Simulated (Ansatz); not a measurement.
The reference is GeO2 in the rutile structure (space group P4_2/mnm, No. 136; a = 4.428 Å, c = 2.884 Å). Axes: x, y, z lie along a, b, c of the conventional cell.

Computed with Ansatz (a program for electronic structure) PBEsol, no spin-orbit coupling.

For the base:

- Valence-band top at Γ = 0.00, -0.82, -0.82 eV
- Hole mass = 1.9 mₑ along c, 1.1 mₑ across (at Γ)

Perturbation: biaxial strain +4.62 %, plane normal [001], relaxed out of plane (Cartesian); in-plane vectors clamped, the third vector and the atoms free.

Question: What happens to the out-of-plane strain, valence-band top at Γ, hole mass and in-plane stress?

Answer: The out-of-plane strain comes out as -2.38 %; the valence-band top at Γ (three highest levels, from the VBM) becomes 0.00, -0.81, -0.81 eV (base: 0.00, -0.82, -0.82 eV); the hole mass changes from 1.9 mₑ along c, 1.1 mₑ across (at Γ) to 2.7 mₑ out of plane, 1.1 mₑ in plane (at Γ); the mean in-plane stress (compression positive) amounts to -12.0 GPa.

The levels and masses belong to the bands next to the band gap. Masses are band curvatures over ±0.01 Å⁻¹ around the edge. Whether these cells are dynamically stable was not tested.
